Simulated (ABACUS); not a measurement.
Input of an ABACUS 3.10.1 run:

The input run_abacus.py:

```python
"""ABACUS run from a structure file: ASE reads it, the script writes STRU, KPT and INPUT."""
import re
import subprocess
from ase.io import read
from ase.units import Bohr

atoms = read("POSCAR")
atoms = atoms[(-atoms.numbers).argsort(kind="stable")]  # ABACUS lists atoms element by element
pseudo = {'Ag': 'Ag.upf'}
orbital = {}
magmoms = None
kmesh = [9, 9, 9]
params = {
    'suffix': 'Ag',
    'calculation': 'cell-relax',
    'basis_type': 'pw',
    'pseudo_dir': './',
    'symmetry': 1,
    'dft_functional': 'GGA_X_B88+GGA_C_LYP',
    'ecutwfc': 82,
    'pseudo_rcut': 10,
    'nspin': 1,
    'nbands': 14,
    'ks_solver': 'dav',
    'smearing_method': 'fd',
    'smearing_sigma': 0.00367493,
    'scf_thr': 1e-08,
    'scf_nmax': 100,
    'mixing_type': 'broyden',
    'mixing_beta': 0.7,
    'cal_force': 1,
    'cal_stress': 1,
    'relax_nmax': 60,
    'force_thr_ev': 0.01,
    'relax_method': 'cg',
    'out_stru': 1,
    'stress_thr': 0.5,
    'kpar': 4,
}

symbols = atoms.get_chemical_symbols()
elements = list(dict.fromkeys(symbols))
lines = ["ATOMIC_SPECIES"] + [f"{e} {atoms.get_masses()[symbols.index(e)]:.4f} {pseudo[e]}" for e in elements]
if orbital:
    lines += ["", "NUMERICAL_ORBITAL"] + [orbital[e] for e in elements]
lines += ["", "LATTICE_CONSTANT", f"{1 / Bohr:.10f}", "", "LATTICE_VECTORS"]
lines += [" ".join(f"{x:.10f}" for x in v) for v in atoms.cell]
lines += ["", "ATOMIC_POSITIONS", "Direct"]
for e in elements:
    lines += ["", e, "0.0", str(symbols.count(e))]
    for i, p in enumerate(atoms.get_scaled_positions(wrap=False)):
        if symbols[i] == e:
            mag = "" if magmoms is None else " mag " + " ".join(str(x) for x in (magmoms[i] if isinstance(magmoms[i], list) else [magmoms[i]]))
            lines.append(" ".join(f"{x:.10f}" for x in p) + " 1 1 1" + mag)
open("STRU", "w").write("\n".join(lines) + "\n")
open("KPT", "w").write("K_POINTS\n0\nGamma\n%d %d %d 0 0 0\n" % tuple(kmesh))
open("INPUT", "w").write("INPUT_PARAMETERS\n" + "".join(f"{k:<20s}{v}\n" for k, v in params.items()))

done = subprocess.run(['mpirun', '-np', '4', 'abacus'])
if done.returncode:
    raise SystemExit(done.returncode)
log = open("OUT.Ag/running_cell-relax.log").read()
print("final energy (eV):", re.findall(r"FINAL_ETOT_IS (\S+)", log))
```

POSCAR

```
Ag
1.0
    0.0000000000      2.0427500000      2.0427500000
    2.0427500000      0.0000000000      2.0427500000
    2.0427500000      2.0427500000      0.0000000000
Ag
1
Direct
    0.0000000000      0.0000000000      0.0000000000
```

Potentials or basis: PseudoDojo NC SR 0.5 PBE stringent, plane waves.

Command:

```console
$ OMP_NUM_THREADS=1 python run_abacus.py > log
```

Task: Predict the relaxed volume.

Result: 18.97 Å³/atom.

Task: Estimate the band gap on the k mesh.

Result: None (metal or under the smearing width).

Task: Estimate the relaxed cell.

Result: a = 2.994 Å, b = 2.994 Å, c = 2.994 Å, α = 60.00°, β = 60.00°, γ = 60.00°.

The path:
| step | energy change (eV) | largest force (eV/Å) | pressure (GPa) | volume (Å³) |
| --- | --- | --- | --- | --- |
| 1 | 0.0000 | 0.0000 | 11.84 | 17.05 |
| 2 | -0.0349 | 0.0000 | -5.97 | 20.48 |
| 3 | -0.0644 | 0.0000 | -0.01 | 18.97 |

Caveat: the potentials were made for another functional, which shifts forces and pressure; the volume moved by +11 % from the deposited cell, more than functionals usually miss. BLYP gives volumes clearly too large for solids.
